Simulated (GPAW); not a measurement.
Crystal: CaO.

```
CELL_PARAMETERS angstrom
0.00000 2.40356 2.40356
2.40356 0.00000 2.40356
2.40356 2.40356 0.00000
ATOMIC_POSITIONS crystal
Ca 0.00000 0.00000 0.00000
O 0.50000 0.50000 0.50000
```

The cell is a database's computed one.

```yaml
Program: GPAW 26.7.0
Task: relaxation of cell and atoms
Functional: PBEsol
Dispersion: D3(BJ)
Potentials_or_basis: PAW data sets generated in the run's folder for this functional
Cutoff: 800 eV
Basis: pw
k_mesh: 10 × 10 × 10
Occupations: fermi-dirac, width 0.05 eV
Spin: no spin polarisation
```

At the start: pressure -5.2 GPa; volume 13.89 Å³/atom.

Task: How do energy, volume and symmetry change on relaxing?

Result: Over 4 steps the energy falls by 10.4 meV/atom and the volume is 13.25 Å³/atom (-4.6 %); space group Fm-3m (No. 225, to 0.05 Å).

Step by step:
```tsv
step	energy change (eV)	largest force (eV/Å)	pressure (GPa)	volume (Å³)
1	0.0000	0.0000	-5.22	27.77
2	-0.0077	0.0000	-4.23	27.50
3	-0.0207	0.0000	0.27	26.44
4	-0.0208	0.0000	-0.01	26.50
```

Final structure:
```
CELL_PARAMETERS angstrom
0.00000 2.36635 2.36635
2.36635 0.00000 2.36635
2.36635 2.36635 0.00000
ATOMIC_POSITIONS crystal
Ca 0.00000 0.00000 0.00000
O 0.50000 0.50000 0.50000
```

Caveat: later steps reuse the first step's grids.
